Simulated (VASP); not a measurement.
# Si (Fd-3m) in VASP: further runs, part 2 of 2

VASP 6.6.1.

## Step 6: Single point, PBE (grid = ENCUT=500 dk=0.45 cell=2x2x2 ISMEAR=0 SIGMA=0.05 LREAL=Auto EDIFF=1e-06)

INCAR

```
  PREC = Accurate
  ENCUT = 500
  EDIFF = 1E-6
  ISMEAR = 0
  SIGMA = 0.05
  LREAL = Auto
  LASPH = True
  NELM = 120
  ALGO = Fast
  ISIF = 2
  LWAVE = False
  LCHARG = False
  GGA = PE
  NBANDS = 45
```

KPOINTS

```
regular mesh
0
Gamma
  3 3 3
```

POSCAR

```
Si15W
1.0
    0.0000000000      5.4437023730      5.4437023730
    5.4437023730      0.0000000000      5.4437023730
    5.4437023730      5.4437023730      0.0000000000
W Si
1 15
Direct
    0.2500000000      0.2500000000      0.2500000000
    0.2500000000      0.2500000000      0.7500000000
    0.2500000000      0.7500000000      0.2500000000
    0.2500000000      0.7500000000      0.7500000000
    0.7500000000      0.2500000000      0.2500000000
    0.7500000000      0.2500000000      0.7500000000
    0.7500000000      0.7500000000      0.2500000000
    0.7500000000      0.7500000000      0.7500000000
    0.3750000000      0.3750000000      0.3750000000
    0.3750000000      0.3750000000      0.8750000000
    0.3750000000      0.8750000000      0.3750000000
    0.3750000000      0.8750000000      0.8750000000
    0.8750000000      0.3750000000      0.3750000000
    0.8750000000      0.3750000000      0.8750000000
    0.8750000000      0.8750000000      0.3750000000
    0.8750000000      0.8750000000      0.8750000000
```

Potentials or basis: VASP PAW PBE potentials, release 64 (W_sv, Si).

Command:

```sh
cat potpaw_PBE.64/W_sv/POTCAR potpaw_PBE.64/Si/POTCAR > POTCAR
mpirun -np 1 vasp_std > vasp.out
```

OUTCAR:

```text
PREC = Accurate
   ENCUT = 500
   EDIFF = 1E-6
   ISMEAR = 0
   LREAL = Auto
   LASPH = True
   NELM = 120
   ISIF = 2
   GGA = PE

 Found      4 irreducible k-points:

 Following reciprocal coordinates:
            Coordinates               Weight
  0.000000  0.000000  0.000000      1.000000
  0.333333  0.000000  0.000000      8.000000
  0.333333  0.333333  0.000000      6.000000
 -0.333333  0.333333  0.000000     12.000000
   k-points           NKPTS =      4   k-points in BZ     NKDIM =      4   number of bands    NBANDS=     45
   number of dos      NEDOS =    301   number of ions     NIONS =     16
   total plane-waves  NPLWV = 175616
   dimension x,y,z NGX =    56 NGY =   56 NGZ =   56
   dimension x,y,z NGXF=   112 NGYF=  112 NGZF=  112
   ions per type =               1  15
   NGX,Y,Z   is equivalent  to a cutoff of  12.09, 12.09, 12.09 a.u.
   NGXF,Y,Z  is equivalent  to a cutoff of  24.19, 24.19, 24.19 a.u.
 SYSTEM =  unknown system
   PREC   = accura    normal or accurate (medium, high low for compatibility)
   ISTART =      0    job   : 0-new  1-cont  2-samecut
   ICHARG =      2    charge: 1-file 2-atom 10-const
   ISPIN  =      1    spin polarized calculation?
   LNONCOLLINEAR =      F non collinear calculations
   LSORBIT =      F    spin-orbit coupling
   LASPH  =      T    aspherical Exc in radial PAW
   ENCUT  =  500.0 eV  36.75 Ry    6.06 a.u.  14.04 14.04 14.04*2*pi/ulx,y,z
   NELM   =    120;   NELMIN=  2; NELMDL= -5     # of ELM steps
   EDIFF  = 0.1E-05   stopping-criterion for ELM
   LREAL  =      T    real-space projection
   EDIFFG = 0.1E-04   stopping-criterion for IOM
   NSW    =      0    number of steps for IOM
   IBRION =     -1    ionic relax: 0-MD 1-quasi-New 2-CG
   NFREE  =      0    steps in history (QN), initial steepest desc. (CG)
   ISIF   =      2    stress and relaxation
   ISYM   =      2    0-nonsym 1-usesym 2-fastsym
   POTIM  = 0.5000    time-step for ionic-motion
   TEBEG  =    0.0;   TEEND  =   0.0 temperature during run
   PSTRESS=    0.0 pullay stress
   NELECT =      74.0000    total number of electrons
   NUPDOWN=      -1.0000    fix difference up-down
   EMIN   =  10.00;   EMAX   =-10.00  energy-range for DOS
   EFERMI =   0.00;   METHOD = LEGACY
   ISMEAR =     0;   SIGMA  =   0.05  broadening in eV -4-tet -1-fermi 0-gaus
   EFERMI_NEDOS =   21; number of points for ismear=-14 and -15
   IALGO  =     68    algorithm
   IMIX   =      4    mixing-type and parameters
     AMIX     =   0.40;   BMIX     =  1.00
     AMIX_MAG =   1.60;   BMIX_MAG =  1.00
  volume/ion in A,a.u.               =      20.16       136.08
  Fermi-wavevector in a.u.,A,eV,Ry     =   1.002108  1.893709 13.663238  1.004220
  Thomas-Fermi vector in A             =   2.134573
   LORBIT       =      0    0 simple, 1 ext, 2 COOP (PROOUT), +10 PAW based schemes
   GGA     = PE    functional components
   LHFCALC =     F    Hartree Fock is set to
   AEXX    =    0.0000 exact exchange contribution
   IVDW    =     0    specifies the selected vdW correction
   LEPSILON=     F    determine dielectric tensor
   LRPA    =     F    only Hartree local field effects (RPA)
 non-spin polarized calculation
 RMM-DIIS sequential band-by-band and
 Gauss-broadening in eV      SIGMA  =   0.05
  energy-cutoff  :      500.00
  volume of cell :      322.64
 maximum number of plane-waves:      8216
   NGX = 29   NGY = 29   NGZ = 29

 number of electron      74.0000007 magnetization

 Free energy of the ion-electron system (eV)
  ---------------------------------------------------
  ext. energy  EPLUGINS =         0.00000000
  ---------------------------------------------------
  free energy    TOTEN  =       -90.26275270 eV

  energy without entropy =      -90.24294382  energy(sigma->0) =      -90.25284826

 E-fermi :   5.7522     XC(G=0):  -9.5565

 val. band max:        5.6932773807   @ k =  -0.3333   0.3333   0.0000
 cond. band min:       5.7545418594   @ k =   0.3333   0.0000   0.0000
 fundamental gap:      0.0612644787
 Fermi energy:         5.7521819067

 k-point     1 :       0.0000    0.0000    0.0000
  band No.  band energies     occupation
      1     -67.3612      2.00000
      2     -31.6865      2.00000
      3     -31.6865      2.00000
      4     -31.6865      2.00000
      5      -5.9471      2.00000
      6      -3.7770      2.00000
[... 37 lines left out ...]
     44       7.3943      0.00000
     45       7.4089      0.00000

 k-point     2 :       0.3333    0.0000    0.0000
  band No.  band energies     occupation
      1     -67.3612      2.00000
      2     -31.6865      2.00000
      3     -31.6865      2.00000
      4     -31.6865      2.00000
      5      -5.5956      2.00000
      6      -4.5928      2.00000
[... 37 lines left out ...]
     44       7.8692      0.00000
     45       7.8907      0.00000

 k-point     3 :       0.3333    0.3333    0.0000
  band No.  band energies     occupation
      1     -67.3612      2.00000
      2     -31.6865      2.00000
      3     -31.6865      2.00000
      4     -31.6865      2.00000
      5      -5.4747      2.00000
      6      -4.1333      2.00000
[... 37 lines left out ...]
     44       8.0280      0.00000
     45       8.3403      0.00000

 k-point     4 :      -0.3333    0.3333    0.0000
  band No.  band energies     occupation
      1     -67.3612      2.00000
      2     -31.6865      2.00000
      3     -31.6865      2.00000
      4     -31.6865      2.00000
      5      -5.0487      2.00000
      6      -4.7604      2.00000
[... 37 lines left out ...]
     44       8.6048      0.00000
     45       8.8946      0.00000

------------------------ aborting loop because EDIFF is reached ----------------------------------------

  FORCE on cell =-STRESS in cart. coord.  units (eV):
  Direction    XX          YY          ZZ          XY          YZ          ZX
  --------------------------------------------------------------------------------------
  -------------------------------------------------------------------------------------
  Total        6.4436462      6.4436462      6.4436462     -0.0000000     -0.0000000      0.0000000
  in kB       31.9984655     31.9984655     31.9984655     -0.0000000     -0.0000000      0.0000000
  external PRESSURE =      31.9984655 kB  Pullay stress =       0.0000000 kB

 VOLUME and BASIS-vectors are now :
 -----------------------------------------------------------------------------
  energy-cutoff  :      500.00
  volume of cell :      322.64
      direct lattice vectors                 reciprocal lattice vectors
     0.000000000  5.443702373  5.443702373    -0.091849254  0.091849254  0.091849254
     5.443702373  0.000000000  5.443702373     0.091849254 -0.091849254  0.091849254
     5.443702373  5.443702373  0.000000000     0.091849254  0.091849254 -0.091849254

 POSITION                                       TOTAL-FORCE (eV/Angst)
 -----------------------------------------------------------------------------------
      2.72185      2.72185      2.72185         0.000000      0.000000      0.000000
      5.44370      5.44370      2.72185         0.000000      0.000000     -0.275480
      5.44370      2.72185      5.44370         0.000000     -0.275480      0.000000
      8.16555      5.44370      5.44370         0.275480      0.000000      0.000000
      2.72185      5.44370      5.44370        -0.275480      0.000000      0.000000
      5.44370      8.16555      5.44370         0.000000      0.275480      0.000000
[... 8 lines left out ...]
      6.80463      6.80463      9.52648         0.031865      0.031865     -0.031865
      9.52648      9.52648      9.52648        -0.031865     -0.031865     -0.031865
 -----------------------------------------------------------------------------------
    total drift:                               -0.000001     -0.000001     -0.000001

  FREE ENERGIE OF THE ION-ELECTRON SYSTEM (eV)
  ---------------------------------------------------
  free  energy   TOTEN  =       -90.2627527048 eV

  energy  without entropy=      -90.2429438186  energy(sigma->0) =      -90.25284826
```

Wall time 2.8 min (1 thread of Intel Xeon Platinum 8375C at 2.90GHz (Ice Lake), shared host); peak memory 0.4 GiB.

These settings aren't checked as converged: the numbers below hold their error.

What came out:

```
Free energy            : -90.2628 eV
Pressure               : 3.2 GPa
Largest force          : 0.848 eV/Å
Band gap on the k mesh : none (metal or under the smearing width)
```

## Step 7: The reference run

An earlier run on the cell as given: functional PBE; potentials or basis VASP PAW PBE potentials, release 64 (Si); cutoff 520 eV; k mesh 8 × 8 × 8; occupations fermi-dirac, width 0.05 eV; no spin polarisation.

* Pressure: 1.3 GPa
* Band gap on the k mesh: 0.63 eV, indirect (least direct gap 2.56 eV)
